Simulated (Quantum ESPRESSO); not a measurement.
## Ir: equation of state with PBEsol

The system is Ir.

```
Ir
1.0
     2.75138    0.00000    0.00000
    -1.37569    2.38276    0.00000
     0.00000    0.00000    4.46229
Ir
2
Cartesian
  0.0000 1.5885 1.1156
  1.3757 0.7943 3.3467
```

This isn't the form of Ir at room conditions, which is fcc.

```
Program             : Quantum ESPRESSO 7.5
Task                : equation of state
Functional          : PBEsol
Potentials or basis : GBRV 1.5 PBEsol
Cutoff              : 612 eV
Density cutoff      : 4898 eV
k mesh              : 11 × 11 × 6
Occupations         : fermi-dirac, width 0.05 eV
Spin                : no spin polarisation
```

```yaml
Equilibrium_volume: 14.12 Å³/atom
Bulk_modulus_at_fixed_shape_and_positions: 382 GPa
Pressure_derivative_of_the_bulk_modulus: 5.1
```

Energy against volume, from the lowest point:
```
volume (Å³/atom)  energy (meV/atom)
          13.749              11.90
          14.042               0.00
          14.335               3.10
          14.627              19.41
          14.920              47.36
          15.212              85.54
          15.505             132.70
```

All runs of the series together: 2.5 min on 2 threads of Intel(R) Xeon(R) Platinum 8259CL CPU @ 2.50GHz (Skylake/Cascade Lake), on a shared host.

Caveat: the cell was scaled at fixed shape and fractional positions, which overstates the stiffness of a crystal with free parameters, most of all of layers and chains. Spin-orbit coupling is left out, which matters for the levels of Ir.
